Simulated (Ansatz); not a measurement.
Ta2N:

```
Ta N
1.0
     3.11286    0.00000    0.00000
    -1.55643    2.69582    0.00000
     0.00000    0.00000    4.86984
Ta N
2 1
Direct
  0.35814 0.66415 0.26111
  0.67420 0.31468 0.74086
  0.00672 0.01860 0.00016
```

The cell comes from a database or a generator and needn't be the stable form of this composition.

The cell isn't the ideal one: atoms moved at random, drawn with an rms of 0.1 Å.

```yaml
Program: Ansatz 0.2.0
Task: relaxation of cell and atoms
Functional: RPBE
Potentials_or_basis: JTH PAW
Cutoff: "1320 eV (not typed: the program's choice for these potentials)"
k_mesh: 10 × 10 × 6
Occupations: gaussian, width 0.001 eV
Spin: no spin polarisation
```

At the start: volume 13.62 Å³/atom.

**Question.** Where does the relaxation end?

**Answer.** It ends after 8 steps and the volume is 13.73 Å³/atom (+0.8 %); space group P-3m1 (No. 164, to 0.05 Å).

Step by step:
```tsv
step	energy change (eV)	largest force (eV/Å)	volume (Å³)
1	0.0000	1.2050	40.87
2	-0.0793	0.2763	41.30
3	-0.0832	0.0518	41.29
4	-0.0836	0.0342	41.16
5	-0.0837	0.0223	41.21
6	-0.0838	0.0060	41.20
7	-0.0838	0.0009	41.20
8	-0.0839	0.0009	41.20
```

Final structure:
```cif
data_structure
_symmetry_space_group_name_H-M 'P 1'
_symmetry_Int_Tables_number 1
_cell_length_a 3.1035
_cell_length_b 3.1111
_cell_length_c 4.9207
_cell_angle_alpha 90.304
_cell_angle_beta 89.976
_cell_angle_gamma 119.874
_cell_volume 41.20
loop_
_atom_site_label
_atom_site_type_symbol
_atom_site_fract_x
_atom_site_fract_y
_atom_site_fract_z
_atom_site_occupancy
Ta1 Ta 0.34844 0.67057 0.25655 1
Ta2 Ta 0.67760 0.32773 0.74487 1
N1 N 0.01302 0.99914 0.00071 1
```

Caveat: the plane-wave basis is chosen anew once the cell has moved, so the energies of steps on either side of that aren't comparable.
